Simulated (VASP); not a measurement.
# ZnO (I4/mmm) in VASP: a series of runs

One crystal, ZnO, is run at these levels: LDA; tasks: single point.

All numbers are computed with VASP 6.6.1; they aren't measurements. Logs are shortened: lines on timing, memory, paths and dates and some standing lists are left out, and cuts for length are marked.

### Step 1. Starting point

Symmetry: I4/mmm, No. 139, tetragonal system. The conventional cell has a = 2.972 Å, b = 2.972 Å, c = 4.624 Å, α = 90.00°, β = 90.00°, γ = 90.00°. Zn (site symmetry 4/mmm) is surrounded by 6 O at 2.10 to 2.31 Å. Around O (site symmetry 4/mmm) lie 6 Zn at 2.10 to 2.31 Å.

Measurements of this composition are mostly on another form, of space group No. 186.

### Step 2. Single point, LDA

INCAR

```
PREC     = Accurate       # precision mode
ENCUT    = 520            # plane-wave cutoff, eV
EDIFF    = 1E-7           # SCF threshold, eV
ISMEAR   = 0              # smearing method
SIGMA    = 0.05           # smearing width, eV
LREAL    = False          # projectors in reciprocal space
LASPH    = True           # aspherical terms in the spheres
NELM     = 80             # most SCF steps
ALGO     = Normal         # electronic algorithm
ISIF     = 2              # what is computed and relaxed
LWAVE    = False          # write WAVECAR
LCHARG   = False          # write CHGCAR
NBANDS   = 16             # bands
```

KPOINTS

```
Automatic mesh
0
Gamma
  12 12 12
```

POSCAR

```
ZnO
1.0
    0.0000000000      2.1016020434      2.3117622477
    2.1016020434      0.0000000000      2.3117622477
    2.1016020434      2.1016020434      0.0000000000
Zn O
1 1
Direct
    0.0000000000      0.0000000000      0.0000000000
    0.5000000000      0.5000000000      0.5000000000
```

Potentials or basis: VASP PAW LDA potentials, release 64 (Zn, O).

On the command line:

```console
> cat potpaw_LDA.64/Zn/POTCAR potpaw_LDA.64/O/POTCAR > POTCAR
> mpirun -np 1 vasp_std > vasp.out
```

OUTCAR:

```text
PREC = Accurate
   ENCUT = 520
   EDIFF = 1E-7
   ISMEAR = 0
   LREAL = False
   LASPH = True
   NELM = 80
   ISIF = 2

 ion  position               nearest neighbor table
   1  0.000  0.000  0.000-   2 2.10   2 2.10   2 2.10   2 2.10   2 2.31   2 2.31
   2  0.500  0.500  0.500-   1 2.10   1 2.10   1 2.10   1 2.10   1 2.31   1 2.31

  LATTYP: Found a body centered tetragonal cell.
 ALAT       =     2.9721141125
 C/A-ratio  =     1.5556349186

  Lattice vectors:

 A1 = (  -2.1016020434,   0.0000000000,   2.3117622477)
 A2 = (   2.1016020434,   0.0000000000,   2.3117622477)
 A3 = (   0.0000000000,   2.1016020434,  -2.3117622477)

Analysis of symmetry for initial positions (statically):
=====================================================================
 Subroutine PRICEL returns:
 Original cell was already a primitive cell.

 Routine SETGRP: Setting up the symmetry group for a
 body centered tetragonal supercell.

 Subroutine GETGRP returns: Found 16 space group operations
 (whereof 16 operations were pure point group operations)
 out of a pool of 16 trial point group operations.

The static configuration has the point symmetry D_4h.

Analysis of symmetry for dynamics (positions and initial velocities):
=====================================================================
 Subroutine PRICEL returns:
 Original cell was already a primitive cell.

 Routine SETGRP: Setting up the symmetry group for a
 body centered tetragonal supercell.

 Subroutine GETGRP returns: Found 16 space group operations
 (whereof 16 operations were pure point group operations)
 out of a pool of 16 trial point group operations.

The dynamic configuration has the point symmetry D_4h.

 Subroutine INISYM returns: Found 16 space group operations
 (whereof 16 operations are pure point group operations),
 and found     1 'primitive' translations

----------------------------------------------------------------------------------------

                                     Primitive cell

  volume of cell :      20.4209

  direct lattice vectors                    reciprocal lattice vectors
     0.000000000  2.101602043  2.311762248    -0.237913739  0.237913739  0.216285217
     2.101602043  0.000000000  2.311762248     0.237913739 -0.237913739  0.216285217
     2.101602043  2.101602043  0.000000000     0.237913739  0.237913739 -0.216285217

  length of vectors
     3.124256046  3.124256046  2.972114112     0.399981487  0.399981487  0.399981487

  position of ions in fractional coordinates (direct lattice)
     0.000000000  0.000000000  0.000000000
     0.500000000  0.500000000  0.500000000

  ion indices of the primitive-cell ions
   primitive index   ion index
                 1           1
                 2           2

----------------------------------------------------------------------------------------

 KPOINTS: Automatic mesh

Automatic generation of k-mesh.
 Grid dimensions read from file:
 generate k-points for:   12   12   12

 Generating k-lattice:

  Cartesian coordinates                     Fractional coordinates (reciprocal lattice)
    -0.019826145  0.019826145  0.018023768     0.083333333  0.000000000  0.000000000
     0.019826145 -0.019826145  0.018023768     0.000000000  0.083333333  0.000000000
     0.019826145  0.019826145 -0.018023768     0.000000000  0.000000000  0.083333333

  Length of vectors
     0.033331791  0.033331791  0.033331791

  Shift w.r.t. Gamma in fractional coordinates (k-lattice)
     0.000000000  0.000000000  0.000000000

 Subroutine IBZKPT returns following result:
 ===========================================

 Found    163 irreducible k-points:

 Following reciprocal coordinates:
            Coordinates               Weight
  0.000000  0.000000  0.000000      1.000000
  0.083333 -0.000000  0.000000      8.000000
  0.166667  0.000000  0.000000      8.000000
  0.250000 -0.000000  0.000000      8.000000
  0.333333 -0.000000  0.000000      8.000000
  0.416667 -0.000000  0.000000      8.000000
[... 16 lines left out ...]
  0.500000  0.166667  0.000000      8.000000
 -0.416667  0.166667  0.000000      8.000000
 [... further k-points ...]
   k-points           NKPTS =    163   k-points in BZ     NKDIM =    163   number of bands    NBANDS=     16
   number of dos      NEDOS =    301   number of ions     NIONS =      2
   total plane-waves  NPLWV =  13824
   dimension x,y,z NGX =    24 NGY =   24 NGZ =   24
   dimension x,y,z NGXF=    48 NGYF=   48 NGZF=   48
   ions per type =               1   1
   NGX,Y,Z   is equivalent  to a cutoff of  12.77, 12.77, 13.42 a.u.
   NGXF,Y,Z  is equivalent  to a cutoff of  25.54, 25.54, 26.85 a.u.
 SYSTEM =  unknown system
   PREC   = accura    normal or accurate (medium, high low for compatibility)
   ISTART =      0    job   : 0-new  1-cont  2-samecut
   ICHARG =      2    charge: 1-file 2-atom 10-const
   ISPIN  =      1    spin polarized calculation?
   LNONCOLLINEAR =      F non collinear calculations
   LSORBIT =      F    spin-orbit coupling
   LASPH  =      T    aspherical Exc in radial PAW
   ENCUT  =  520.0 eV  38.22 Ry    6.18 a.u.   5.81  5.81  5.53*2*pi/ulx,y,z
   NELM   =     80;   NELMIN=  2; NELMDL= -5     # of ELM steps
   EDIFF  = 0.1E-06   stopping-criterion for ELM
   LREAL  =      F    real-space projection
   EDIFFG = 0.1E-05   stopping-criterion for IOM
   NSW    =      0    number of steps for IOM
   IBRION =     -1    ionic relax: 0-MD 1-quasi-New 2-CG
   NFREE  =      0    steps in history (QN), initial steepest desc. (CG)
   ISIF   =      2    stress and relaxation
   ISYM   =      2    0-nonsym 1-usesym 2-fastsym
   POTIM  = 0.5000    time-step for ionic-motion
   TEBEG  =    0.0;   TEEND  =   0.0 temperature during run
   PSTRESS=    0.0 pullay stress
   NELECT =      18.0000    total number of electrons
   NUPDOWN=      -1.0000    fix difference up-down
   EMIN   =  10.00;   EMAX   =-10.00  energy-range for DOS
   EFERMI =   0.00;   METHOD = LEGACY
   ISMEAR =     0;   SIGMA  =   0.05  broadening in eV -4-tet -1-fermi 0-gaus
   EFERMI_NEDOS =   21; number of points for ismear=-14 and -15
   IALGO  =     38    algorithm
   IMIX   =      4    mixing-type and parameters
     AMIX     =   0.40;   BMIX     =  1.00
     AMIX_MAG =   1.60;   BMIX_MAG =  1.00
  volume/ion in A,a.u.               =      10.21        68.90
  Fermi-wavevector in a.u.,A,eV,Ry     =   1.569667  2.966241 33.522790  2.463856
  Thomas-Fermi vector in A             =   2.671516
   LORBIT       =      0    0 simple, 1 ext, 2 COOP (PROOUT), +10 PAW based schemes
   GGA     = CA    functional components
   LHFCALC =     F    Hartree Fock is set to
   AEXX    =    0.0000 exact exchange contribution
   IVDW    =     0    specifies the selected vdW correction
   LEPSILON=     F    determine dielectric tensor
   LRPA    =     F    only Hartree local field effects (RPA)
 non-spin polarized calculation
 Gauss-broadening in eV      SIGMA  =   0.05
  energy-cutoff  :      520.00
  volume of cell :       20.42
 maximum number of plane-waves:       564
   NGX = 11   NGY = 11   NGZ = 11

 number of electron      18.0000006 magnetization

 Free energy of the ion-electron system (eV)
  ---------------------------------------------------
  ext. energy  EPLUGINS =         0.00000000
  ---------------------------------------------------
  free energy    TOTEN  =       -10.27354241 eV

  energy without entropy =      -10.27354241  energy(sigma->0) =      -10.27354241

 E-fermi :   2.5169     XC(G=0): -12.5487

 val. band max:        2.3154833166   @ k =   0.5000  -0.0000   0.0000
 cond. band min:       2.8069215220   @ k =   0.0000   0.0000   0.0000
 fundamental gap:      0.4914382054
 Fermi energy:         2.5169190512

 k-point     1 :       0.0000    0.0000    0.0000
  band No.  band energies     occupation
      1     -15.9823      2.00000
      2      -2.9639      2.00000
      3      -2.8222      2.00000
      4      -2.8222      2.00000
      5      -2.7850      2.00000
      6      -2.5870      2.00000
[... 8 lines left out ...]
     15      20.1879      0.00000
     16      21.6809      0.00000

 k-point     2 :       0.0833   -0.0000    0.0000
  band No.  band energies     occupation
      1     -15.9068      2.00000
      2      -2.9829      2.00000
      3      -2.8742      2.00000
      4      -2.8168      2.00000
      5      -2.8023      2.00000
      6      -2.6837      2.00000
[... 8 lines left out ...]
     15      21.3040      0.00000
     16      21.5608      0.00000

 k-point     3 :       0.1667    0.0000    0.0000
  band No.  band energies     occupation
      1     -15.6923      2.00000
      2      -3.1512      2.00000
      3      -3.0613      2.00000
      4      -2.9862      2.00000
      5      -2.7568      2.00000
      6      -2.7279      2.00000
[... 8 lines left out ...]
     15      21.7918      0.00000
     16      21.8504      0.00000

 k-point     4 :       0.2500   -0.0000    0.0000
  band No.  band energies     occupation
      1     -15.3772      2.00000
      2      -3.6571      2.00000
      3      -3.2959      2.00000
      4      -3.2852      2.00000
      5      -2.6635      2.00000
      6      -2.6564      2.00000
[... 8 lines left out ...]
     15      22.7088      0.00000
     16      22.7202      0.00000
[... 324 lines left out ...]
 k-point    22 :       0.4167    0.1667    0.0000
  band No.  band energies     occupation
      1     -14.9108      2.00000
      2      -4.1815      2.00000
      3      -3.5432      2.00000
      4      -3.3275      2.00000
      5      -2.5858      2.00000
      6      -2.5036      2.00000
[... 8 lines left out ...]
     15      24.3703      0.00000
     16      27.1328      0.00000

 k-point    23 :       0.5000    0.1667    0.0000
  band No.  band energies     occupation
      1     -14.6779      2.00000
      2      -4.6231      2.00000
      3      -3.6568      2.00000
      4      -3.5624      2.00000
      5      -2.5008      2.00000
      6      -2.4930      2.00000
[... 8 lines left out ...]
     15      24.2068      0.00000
     16      27.2168      0.00000

 k-point    24 :      -0.4167    0.1667    0.0000
  band No.  band energies     occupation
      1     -14.5916      2.00000
      2      -4.8642      2.00000
      3      -3.7036      2.00000
      4      -3.6447      2.00000
      5      -2.5160      2.00000
      6      -2.4489      2.00000
[... 8 lines left out ...]
     15      23.8916      0.00000
     16      25.6910      0.00000

 [... further k-points ...]

------------------------ aborting loop because EDIFF is reached ----------------------------------------

  FORCE on cell =-STRESS in cart. coord.  units (eV):
  Direction    XX          YY          ZZ          XY          YZ          ZX
  --------------------------------------------------------------------------------------
  -------------------------------------------------------------------------------------
  Total       -1.3082667     -1.3082667     -1.8684360      0.0000000     -0.0000000      0.0000000
  in kB     -102.6438032   -102.6438032   -146.5934891      0.0000000     -0.0000000      0.0000000
  external PRESSURE =    -117.2936985 kB  Pullay stress =       0.0000000 kB

 VOLUME and BASIS-vectors are now :
 -----------------------------------------------------------------------------
  energy-cutoff  :      520.00
  volume of cell :       20.42
      direct lattice vectors                 reciprocal lattice vectors
     0.000000000  2.101602043  2.311762248    -0.237913739  0.237913739  0.216285217
     2.101602043  0.000000000  2.311762248     0.237913739 -0.237913739  0.216285217
     2.101602043  2.101602043  0.000000000     0.237913739  0.237913739 -0.216285217

 POSITION                                       TOTAL-FORCE (eV/Angst)
 -----------------------------------------------------------------------------------
      0.00000      0.00000      0.00000         0.000000     -0.000000      0.000000
      2.10160      2.10160      2.31176        -0.000000      0.000000     -0.000000
 -----------------------------------------------------------------------------------
    total drift:                                0.000000     -0.000000     -0.000000

  FREE ENERGIE OF THE ION-ELECTRON SYSTEM (eV)
  ---------------------------------------------------
  free  energy   TOTEN  =       -10.2735424130 eV

  energy  without entropy=      -10.2735424130  energy(sigma->0) =      -10.27354241
```

Wall time 15 s (1 thread of Intel Xeon 6975P-C (Granite Rapids), shared host); peak memory 0.16 GiB.

Results:

```
Free energy            : -10.2735 eV
Pressure               : -11.7 GPa
Band gap on the k mesh : 0.49 eV, indirect (least direct gap 1.75 eV)
```

Stress tensor (GPa, compression positive):
```
-10.26   0.00   0.00
  0.00 -10.26   0.00
  0.00   0.00 -14.66
```

Levels at points of the mesh, in eV from the valence-band top:
```csv
k point,band 7,band 8,band 9,band 10,band 11,band 12
"(0.00, 0.00, 0.00)",-1.68,-1.68,-1.25,0.49,16.37,17.10
"(0.50, 0.00, 0.00)",-3.91,-0.53,0.00,4.95,8.39,11.34
"(0.50, 0.50, 0.00)",-4.50,-2.71,-2.71,3.72,9.17,11.60
"(0.50, 0.00, 0.50)",-4.26,-3.46,-2.54,3.62,10.44,10.50
```

A k mesh can miss the band edges. As with any semilocal functional, this LDA gap is likely too small.

### Step 3. Single point, LDA

This run uses another cell than the first one, of the same volume but with other edges.

INCAR

```
ALGO = Normal
EDIFF = 1E-6
ENCUT = 520
GGA = CA
ISIF = 2
ISMEAR = 0
LASPH = True
LCHARG = False
LREAL = False
LWAVE = False
NBANDS = 16
NELM = 100
PREC = Accurate
SIGMA = 0.05
```

KPOINTS

```
k-points
0
Gamma
  12 12 12
```

POSCAR

```
ZnO
1.0
    0.0000000000      2.3567662462      1.8382776720
    2.3567662462      0.0000000000      1.8382776720
    2.3567662462      2.3567662462      0.0000000000
Zn O
1 1
Direct
    0.0000000000      0.0000000000      0.0000000000
    0.5000000000      0.5000000000      0.5000000000
```

Potentials or basis: VASP PAW LDA potentials, release 64 (Zn, O).

On the command line:

```console
> cat potpaw_LDA.64/Zn/POTCAR potpaw_LDA.64/O/POTCAR > POTCAR
> mpirun -np 1 vasp_std > vasp.out
```

Wall time 19 s (1 thread of Intel Xeon 6975P-C (Granite Rapids), shared host); peak memory 0.17 GiB.

Results (log left out):

```yaml
Free_energy: -10.0860 eV
Pressure: 3.5 GPa
Band_gap_on_the_k_mesh: 0.94 eV, indirect (least direct gap 2.39 eV)
```

Stress tensor (GPa, compression positive):
```
-6.06  0.00  0.00
 0.00 -6.06  0.00
 0.00  0.00 22.52
```

Levels at points of the mesh, in eV from the valence-band top:
```
           k point  band 7  band 8  band 9  band 10  band 11  band 12
(0.00, 0.00, 0.00)   -3.00   -1.45   -1.45     0.94    15.95    15.95
(0.50, 0.00, 0.00)   -3.88   -0.86    0.00     4.59     8.75     9.77
(0.50, 0.50, 0.00)   -4.23   -3.80   -3.80     4.24     8.79    12.23
(0.50, 0.00, 0.50)   -4.51   -4.07   -1.89     4.15     8.76    12.27
```

A k mesh can miss the band edges. Expect the measured gap to be larger: semilocal functionals such as LDA lack the derivative discontinuity.

(Continued in part 2 of 2.)
